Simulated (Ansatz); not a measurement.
## NaBr in the rock salt structure (space group Fm-3m, No. 225)

```cif
data_Br4Na4
_chemical_formula_sum 'Br4 Na4'
_space_group_name_H-M_alt 'Fm-3m'
_space_group_IT_number 225
_space_group_name_Hall '-F 4 2 3'
_cell_length_a 5.94759
_cell_length_b 5.94759
_cell_length_c 5.94759
_cell_angle_alpha 90.000
_cell_angle_beta 90.000
_cell_angle_gamma 90.000
loop_
_atom_site_label
_atom_site_type_symbol
_atom_site_symmetry_multiplicity
_atom_site_Wyckoff_symbol
_atom_site_fract_x
_atom_site_fract_y
_atom_site_fract_z
_atom_site_occupancy
Br1 Br 4 a 0.00000 0.00000 0.00000 1
Na1 Na 4 b 0.50000 0.50000 0.50000 1
```
(The calculation used a cell of 2 atoms; values per cell refer to that cell.)

Calculations: r2SCAN/PAW in Ansatz (a program for electronic structure), spin-orbit coupling left out. Settings: 10×10×10 k-points, 0.05 eV Fermi–Dirac smearing.

```yaml
volume_per_atom: 26.30 Å³
density: 3.25 g/cm³
band_gap: 4.98 eV, direct at Γ
electron_mass: 0.33 mₑ
Hole mass (degenerate bands, along [100]): 0.51, 2.2, 2.2 mₑ
Lowest conduction-band minima above the VBM: Γ 4.98 eV
total_energy: -2142.543 eV/atom (σ→0; compares only within this code and set-up)
```

Effective masses come from finite differences of ±0.01 Å⁻¹. Whether these cells are dynamically stable was not tested.
